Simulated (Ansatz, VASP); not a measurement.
One calculation of Zn4Se, two programs

```
CELL_PARAMETERS angstrom
4.63069 0.00000 0.00000
0.00000 4.63069 0.00000
0.00000 0.00000 4.63069
ATOMIC_POSITIONS crystal
Zn 0.30316 0.30316 0.30316
Zn 0.69684 0.69684 0.30316
Zn 0.30316 0.69684 0.69684
Zn 0.69684 0.30316 0.69684
Se 0.00000 0.00000 0.00000
```

Change from the starting cell: species swapped into the SnI4 type (P-43m, No. 215).

Alike in both runs: functional PBE; k mesh 8 × 8 × 8; occupations gaussian, width 0.1 eV; no spin polarisation.

Ansatz relaxed the structure, and its values are those at the end. VASP's run is a single point on that final structure, the one shown.

|  | VASP | Ansatz |
| --- | --- | --- |
| version | VASP 6.6.1 | Ansatz 0.2.0 |
| potentials or method | VASP PAW PBE potentials, release 64 (Zn, Se) | scalar-relativistic, plane waves, PAW |
| plane-wave cutoff (eV) | 520 | 420 |
| valence electrons in the cell | 54 | 64 |

VASP gave:

* gap on the k mesh at the Fermi level (eV): none
* pressure (GPa): 0.2

Question: Estimate Ansatz's values.

Answer: gap on the k mesh at the Fermi level (eV): none; pressure (GPa): 0.0.

A gap of «none» marks a metal or a gap that the smearing closes. The two sets of potentials don't hold the same shells in valence.
